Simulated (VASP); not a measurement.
# BaF2 (Frankdicksonite) (Fm-3m) in VASP: a series of runs

One crystal, BaF2 (Frankdicksonite), is run at these levels: LDA, PBE; tasks: phonons, dielectric tensor.

Everything below comes from runs of VASP 6.6.1. Logs are shortened: lines on timing, memory, paths and dates and some standing lists are left out, and cuts for length are marked.

### Step 1. Starting point

The structure is cubic, space group Fm-3m (No. 225). Conventional cell: a = 6.087 Å, b = 6.087 Å, c = 6.087 Å, α = 90.00°, β = 90.00°, γ = 90.00°. Around Ba (site symmetry m-3m) lie 8 F at 2.64 Å. F (site symmetry -43m) has 4 Ba at 2.64 Å as nearest neighbours.

### Step 2. Phonons, LDA

File POSCAR:

```
BaF2
1.0
   -0.0000000000      3.0437379868      3.0437379868
    3.0437379868      0.0000000000      3.0437379868
    3.0437379868      3.0437379868     -0.0000000000
  Ba              F
     1     2
Direct
     1.0000000000000000    1.0000000000000000    0.0000000000000000
     0.2500000000000000    0.2500000000000000    0.2500000000000000
     0.7500000000000000    0.7500000000000000    0.7500000000000000
```

File INCAR.step1:

```
SYSTEM = BaF2
  PREC = Accurate
  ENCUT = 600
  EDIFF = 1E-8
  ISMEAR = 0
  SIGMA = 0.03
  LREAL = .FALSE.
  LASPH = .TRUE.
  NELM = 80
  ALGO = Normal
  ISIF = 3
  LWAVE = .FALSE.
  LCHARG = .FALSE.
  GGA = CA
  KPAR = 2
  IBRION = 2
  NSW = 40
  EDIFFG = -0.002
```

File INCAR.step2:

```
SYSTEM = BaF2
  PREC = Accurate
  ENCUT = 600
  EDIFF = 1E-8
  ISMEAR = 0
  SIGMA = 0.03
  LREAL = .FALSE.
  LASPH = .TRUE.
  NELM = 80
  ALGO = Normal
  ISIF = 2
  LWAVE = .FALSE.
  LCHARG = .FALSE.
  GGA = CA
  KPAR = 2
  IBRION = 6
  NFREE = 2
  POTIM = 0.015
  NSW = 1
```

File KPOINTS:

```
regular mesh
0
G
  8 8 8
  0 0 0
```

Potentials or basis: VASP PAW LDA potentials, release 64 (Ba_sv, F).

Started as:

```
$ cat potpaw_LDA.64/Ba_sv/POTCAR potpaw_LDA.64/F/POTCAR > POTCAR
$ cp INCAR.step1 INCAR
$ mpirun -np 2 vasp_std > vasp.out
$ cp CONTCAR POSCAR
$ cp INCAR.step2 INCAR
$ mpirun -np 2 vasp_std > vasp.out
```

OUTCAR:

```text
SYSTEM = BaF2
   PREC = Accurate
   ENCUT = 600
   EDIFF = 1E-8
   ISMEAR = 0
   LREAL = .FALSE.
   LASPH = .TRUE.
   NELM = 80
   ISIF = 2
   GGA = CA
   IBRION = 6
   NFREE = 2
   POTIM = 0.015
   NSW = 1

 ion  position               nearest neighbor table
   1  0.000  0.000  0.000-   2 2.64   3 2.64   3 2.64   3 2.64   3 2.64   2 2.64   2 2.64   2 2.64

   2  0.250  0.250  0.250-   1 2.64   1 2.64   1 2.64   1 2.64
   3  0.750  0.750  0.750-   1 2.64   1 2.64   1 2.64   1 2.64

  LATTYP: Found a face centered cubic cell.
 ALAT       =     6.0868794765

  Lattice vectors:

 A1 = (   0.0000000000,   3.0434397382,   3.0434397382)
 A2 = (   3.0434397382,   0.0000000000,   3.0434397382)
 A3 = (   3.0434397382,   3.0434397382,   0.0000000000)

Analysis of symmetry for initial positions (statically):
=====================================================================
 Subroutine PRICEL returns:
 Original cell was already a primitive cell.

 Routine SETGRP: Setting up the symmetry group for a
 face centered cubic supercell.

 Subroutine GETGRP returns: Found 48 space group operations
 (whereof 48 operations were pure point group operations)
 out of a pool of 48 trial point group operations.

The static configuration has the point symmetry O_h .

Analysis of symmetry for dynamics (positions and initial velocities):
=====================================================================
 Subroutine PRICEL returns:
 Original cell was already a primitive cell.

 Routine SETGRP: Setting up the symmetry group for a
 face centered cubic supercell.

 Subroutine GETGRP returns: Found 48 space group operations
 (whereof 48 operations were pure point group operations)
 out of a pool of 48 trial point group operations.

The dynamic configuration has the point symmetry O_h .

 Subroutine INISYM returns: Found 48 space group operations
 (whereof 48 operations are pure point group operations),
 and found     1 'primitive' translations

----------------------------------------------------------------------------------------

                                     Primitive cell

  volume of cell :      56.3799

  direct lattice vectors                    reciprocal lattice vectors
     0.000000000  3.043439738  3.043439738    -0.164287794  0.164287794  0.164287794
     3.043439738  0.000000000  3.043439738     0.164287794 -0.164287794  0.164287794
     3.043439738  3.043439738  0.000000000     0.164287794  0.164287794 -0.164287794

  length of vectors
     4.304073754  4.304073754  4.304073754     0.284554806  0.284554806  0.284554806

  position of ions in fractional coordinates (direct lattice)
     0.000000000  0.000000000  0.000000000
     0.250000000  0.250000000  0.250000000
     0.750000000  0.750000000  0.750000000

  ion indices of the primitive-cell ions
   primitive index   ion index
                 1           1
                 2           2
                 3           3

----------------------------------------------------------------------------------------

 KPOINTS: regular mesh

Automatic generation of k-mesh.
 Grid dimensions read from file:
 generate k-points for:    8    8    8

 Generating k-lattice:

  Cartesian coordinates                     Fractional coordinates (reciprocal lattice)
    -0.020535974  0.020535974  0.020535974     0.125000000  0.000000000  0.000000000
     0.020535974 -0.020535974  0.020535974     0.000000000  0.125000000  0.000000000
[... 57 lines left out ...]
   NELM   =     80;   NELMIN=  2; NELMDL=  0     # of ELM steps
   EDIFF  = 0.1E-07   stopping-criterion for ELM
   LREAL  =      F    real-space projection
   EDIFFG = 0.1E-06   stopping-criterion for IOM
   NSW    =     73    number of steps for IOM
   IBRION =      6    ionic relax: 0-MD 1-quasi-New 2-CG
   NFREE  =      2    steps in history (QN), initial steepest desc. (CG)
   ISIF   =      2    stress and relaxation
   ISYM   =      2    0-nonsym 1-usesym 2-fastsym
   POTIM  = 0.0150    time-step for ionic-motion
   TEBEG  =    0.0;   TEEND  =   0.0 temperature during run
   PSTRESS=    0.0 pullay stress
   NELECT =      24.0000    total number of electrons
   NUPDOWN=      -1.0000    fix difference up-down
   EMIN   =  10.00;   EMAX   =-10.00  energy-range for DOS
   EFERMI =   0.00;   METHOD = LEGACY
   ISMEAR =     0;   SIGMA  =   0.03  broadening in eV -4-tet -1-fermi 0-gaus
   EFERMI_NEDOS =   21; number of points for ismear=-14 and -15
   IALGO  =     38    algorithm
   IMIX   =      4    mixing-type and parameters
     AMIX     =   0.40;   BMIX     =  1.00
     AMIX_MAG =   1.60;   BMIX_MAG =  1.00
  volume/ion in A,a.u.               =      18.79       126.82
  Fermi-wavevector in a.u.,A,eV,Ry     =   1.231508  2.327213 20.634755  1.516612
  Thomas-Fermi vector in A             =   2.366315
   LORBIT       =      0    0 simple, 1 ext, 2 COOP (PROOUT), +10 PAW based schemes
   GGA     = CA    functional components
   LHFCALC =     F    Hartree Fock is set to
   AEXX    =    0.0000 exact exchange contribution
   IVDW    =     0    specifies the selected vdW correction
   LEPSILON=     F    determine dielectric tensor
   LRPA    =     F    only Hartree local field effects (RPA)
 finite differences with symmetry
 non-spin polarized calculation
 Gauss-broadening in eV      SIGMA  =   0.03
  energy-cutoff  :      600.00
  volume of cell :       56.38
 maximum number of plane-waves:      1895
 NGX is ok and might be reduce to    36
   NGX = 17   NGY = 17   NGZ = 17

--------------------------------------- Ionic step        1  -------------------------------------------

 number of electron      23.9999989 magnetization

 Free energy of the ion-electron system (eV)
  ---------------------------------------------------
  ext. energy  EPLUGINS =         0.00000000
  ---------------------------------------------------
  free energy    TOTEN  =       -18.62971947 eV

  energy without entropy =      -18.62971947  energy(sigma->0) =      -18.62971947

------------------------ aborting loop because EDIFF is reached ----------------------------------------

  FORCE on cell =-STRESS in cart. coord.  units (eV):
  Direction    XX          YY          ZZ          XY          YZ          ZX
  --------------------------------------------------------------------------------------
  -------------------------------------------------------------------------------------
  Total        0.0015460      0.0015460      0.0015460     -0.0000000     -0.0000000      0.0000000
  in kB        0.0439321      0.0439321      0.0439321     -0.0000000     -0.0000000      0.0000000
  external PRESSURE =       0.0439321 kB  Pullay stress =       0.0000000 kB
[... 135 lines left out ...]
--------------------------------------- Ionic step        5  -------------------------------------------

 number of electron      23.9999992 magnetization

 Free energy of the ion-electron system (eV)
  ---------------------------------------------------
  ext. energy  EPLUGINS =         0.00000000
  ---------------------------------------------------
  free energy    TOTEN  =       -18.62932254 eV

  energy without entropy =      -18.62932254  energy(sigma->0) =      -18.62932254

 E-fermi :  -2.0006     XC(G=0):  -9.5897

 val. band max:       -2.2153720284   @ k =  -0.5000  -0.2500  -0.2500
 cond. band min:       4.3921184471   @ k =   0.0000   0.0000   0.0000
 fundamental gap:      6.6074904755
 Fermi energy:        -2.0006393159

 k-point     1 :       0.0000    0.0000    0.0000
  band No.  band energies     occupation
      1     -25.0294      2.00000
      2     -20.8176      2.00000
      3     -20.6995      2.00000
      4      -9.8092      2.00000
      5      -9.8049      2.00000
      6      -9.8011      2.00000
[... 433 lines left out ...]
      3     -20.9999      2.00000
      4     -10.1871      2.00000
      5      -9.9874      2.00000
      6      -9.9779      2.00000
[... 8 lines left out ...]
     15       7.4828      0.00000
     16       8.2409      0.00000

 [... further k-points ...]
[... 5 lines left out ...]
  --------------------------------------------------------------------------------------
  -------------------------------------------------------------------------------------
  Total        0.0035283      0.0034434      0.0034434      0.0000000      0.0569997      0.0000000
  in kB        0.1002652      0.0978519      0.0978519      0.0000000      1.6197906      0.0000000
  external PRESSURE =       0.0986563 kB  Pullay stress =       0.0000000 kB
[... 18 lines left out ...]
  FREE ENERGIE OF THE ION-ELECTRON SYSTEM (eV)
  ---------------------------------------------------
  free  energy   TOTEN  =       -18.6293225426 eV

  energy  without entropy=      -18.6293225426  energy(sigma->0) =      -18.62932254

 INTERNAL STRAIN TENSORS FROM DISPLACED ATOMS
 ============================================

 INTERNAL STRAIN TENSOR FOR ION    1 for displacements in x,y,z  (eV/Angst):
          X           Y           Z          XY          YZ          ZX
  --------------------------------------------------------------------------------
  x     0.00000     0.00000     0.00000     0.00000     0.00000     0.00000
  y     0.00000     0.00000     0.00000     0.00000     0.00000     0.00000
  z     0.00000     0.00000     0.00000     0.00000     0.00000     0.00000

 INTERNAL STRAIN TENSOR FOR ION    3 for displacements in x,y,z  (eV/Angst):
          X           Y           Z          XY          YZ          ZX
  --------------------------------------------------------------------------------
  x     0.00000     0.00000     0.00000     0.00000     3.80103     0.00000
  y    -0.00000    -0.00000    -0.00000     0.00000     0.00000     3.80103
  z    -0.00000    -0.00000    -0.00000     3.80103     0.00000     0.00000

 Eigenvectors and eigenvalues of the dynamical matrix
 ----------------------------------------------------

   1 f  =    7.824923 THz    49.165440 2PiTHz  261.011328 cm-1    32.361266 meV
             X         Y         Z           dx          dy          dz
      0.000000  0.000000  0.000000     0.000000    0.000000   -0.000000
      1.521720  1.521720  1.521720    -0.584885    0.397379    0.000000
      4.565160  4.565160  4.565160     0.584885   -0.397379    0.000000
[... 43 lines left out ...]
   9 f/i=    0.005401 THz     0.033936 2PiTHz    0.180163 cm-1     0.022337 meV
             X         Y         Z           dx          dy          dz
      0.000000  0.000000  0.000000     0.346829    0.813782   -0.005357
      1.521720  1.521720  1.521720     0.129274    0.303322   -0.001997
      4.565160  4.565160  4.565160     0.129274    0.303322   -0.001997

 ELASTIC MODULI CONTR FROM IONIC RELAXATION (kBar)
 Direction    XX          YY          ZZ          XY          YZ          ZX
 --------------------------------------------------------------------------------
 XX          -0.0000     -0.0000     -0.0000      0.0000     -0.0000      0.0000
 YY          -0.0000     -0.0000     -0.0000      0.0000     -0.0000      0.0000
 ZZ          -0.0000     -0.0000     -0.0000      0.0000     -0.0000      0.0000
 XY           0.0000      0.0000      0.0000   -172.5255     -0.0000      0.0000
 YZ          -0.0000     -0.0000     -0.0000     -0.0000   -172.5255     -0.0000
 ZX           0.0000      0.0000      0.0000      0.0000     -0.0000   -172.5255
 --------------------------------------------------------------------------------
```

It took 1.9 min on 2 MPI ranks of Intel Xeon Platinum 8488C (Sapphire Rapids), shared host; peak memory 0.28 GiB.

What came out:

- Highest phonon frequency at Γ, LO-TO splitting left out: 261 cm⁻¹

Phonon frequencies in cm⁻¹ (negative: imaginary):
| q point | frequencies |
| --- | --- |
| (0.000, 0.000, 0.000) | 0 0 0 206 206 206 261 261 261 |

The run has no spin-orbit coupling, so splittings on Ba are missing.

(Continued in part 2 of 3.)
